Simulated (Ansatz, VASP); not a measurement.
**One calculation of Ge, two programs**

```
Ge
1.0
     4.12984    0.00000    0.00000
    -2.06492    3.57655    0.00000
     0.00000    0.00000   11.20897
Ge
4
Direct
  0.66667 0.33333 0.41485
  0.33333 0.66667 0.91485
  0.00000 0.00000 0.47745
  0.00000 0.00000 0.97745
```

Change from the starting cell: volume scaled by 1.06.

Alike in both runs: task single point; functional PBEsol; k mesh 8 × 8 × 3; occupations fermi-dirac, width 0.05 eV; no spin polarisation.

|  | VASP | Ansatz |
| --- | --- | --- |
| version | VASP 6.6.1 | Ansatz 0.2.0 |
| potentials or method | VASP PAW PBE potentials, release 64 (Ge_d) | Ansatz PAW |
| plane-wave cutoff (eV) | 520 | 420 |
| valence electrons in the cell | 56 | 56 |

```csv
,VASP,Ansatz,Ansatz less VASP
gap on the k mesh at the Fermi level (eV),0.35,0.35,+0.004
least direct gap on the mesh (eV),0.53,0.53,-0.001
pressure (GPa),-2.9,-2.8,+0.04
largest component of the traceless stress (GPa),2.14,2.13,-0.013
rms of the force components (eV/Å),0.170,0.169,-0.0007
```

Atom by atom the forces differ by 0.001 eV/Å (rms over components).

Caveats: the PAW data sets were made with another functional, which shifts forces and pressure a little (VASP); an odd mesh through Γ misses points on the zone boundary, where band edges often lie (VASP); odd divisions of the mesh miss points on the zone boundary, where band edges often lie, so the gap on the mesh can be too wide (Ansatz); the PAW data sets come from PBE, with cores solved anew for the run's functional, which leaves a small shift of forces and pressure (Ansatz).
